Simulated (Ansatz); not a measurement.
System: NaI (rock salt type), 2 atoms in the cell.

```
Na I
1.0
     0.00000    3.26500    3.26500
     3.26500    0.00000    3.26500
     3.26500    3.26500    0.00000
Na I
1 1
Direct
  0.00000 0.00000 0.00000
  0.50000 0.50000 0.50000
```

Level of theory: PBE, plane waves, PAW datasets (generated soft set 1) in Ansatz.

Cutoff 420 eV; k-mesh 6×6×6 Γ-centred; Fermi–Dirac smearing of 0.02 eV; no spin polarisation; no spin–orbit coupling.

Question: How large is the gap on this mesh, is it direct, and where do the band edges lie (fractions of the reciprocal vectors of this cell)?

Answer: 3.58 eV, direct at (0.000, 0.000, 0.000).

Question: List the levels near the gap at (0.000, 0.000, 0.000), (0.000, 0.000, 0.333), (0.000, 0.000, -0.500), (0.000, 0.167, 0.167), (0.000, 0.167, -0.167), in eV from the top of the valence band (v1 is the highest filled band, c1 the lowest empty one).

Answer: 
```json
{"k": "(0.000, 0.000, 0.000)", "v4": "-10.95", "v3": "0.00", "v2": "0.00", "v1": "0.00", "c1": "3.58", "c2": "7.96", "c3": "7.96"}
{"k": "(0.000, 0.000, 0.333)", "v4": "-10.74", "v3": "-1.69", "v2": "-0.20", "v1": "-0.20", "c1": "5.07", "c2": "7.70", "c3": "7.70"}
{"k": "(0.000, 0.000, -0.500)", "v4": "-10.66", "v3": "-2.09", "v2": "-0.27", "v1": "-0.27", "c1": "5.09", "c2": "7.44", "c3": "7.44"}
{"k": "(0.000, 0.167, 0.167)", "v4": "-10.86", "v3": "-0.70", "v2": "-0.20", "v1": "-0.20", "c1": "4.64", "c2": "6.97", "c3": "8.02"}
{"k": "(0.000, 0.167, -0.167)", "v4": "-10.79", "v3": "-1.21", "v2": "-0.45", "v1": "-0.11", "c1": "5.28", "c2": "7.13", "c3": "7.58"}
```

Spin–orbit coupling is left out; with heavy elements it can shift the gap and split levels by tenths of an eV. Semilocal functionals give gaps that mostly lie well below measured ones.
